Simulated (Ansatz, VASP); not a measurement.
**Two plane-wave programs on Pb**

```
CELL_PARAMETERS angstrom
0.00000 2.47068 2.47068
2.47068 0.00000 2.47068
2.47068 2.47068 0.00000
ATOMIC_POSITIONS crystal
Pb 0.00000 0.00000 0.00000
```

Alike in both runs: task single point; functional PBEsol; k mesh 12 × 12 × 12; occupations fermi-dirac, width 0.1 eV; no spin polarisation.

|  | VASP | Ansatz |
| --- | --- | --- |
| version | VASP 6.6.1 | Ansatz 0.2.0 |
| potentials or method | VASP PAW PBE potentials, release 64 (Pb_d) | PAW with Ansatz's default frozen-core files, scalar-relativistic |
| plane-wave cutoff (eV) | 520 | 420 |
| valence electrons in the cell | 14 | 14 |

VASP gave:

```
pressure (GPa) : -0.1
```

**Question.** Estimate Ansatz's values.

**Answer.** Pressure (GPa): 0.0.

The functional is the same, so the differences come from potentials, cutoffs and numerics. Ansatz warned: «optics_on_partly_filled_bands».

Caveats: the PAW data sets were made with another functional, which shifts forces and pressure a little (VASP). The runs have no spin-orbit coupling, so splittings on Pb are missing.
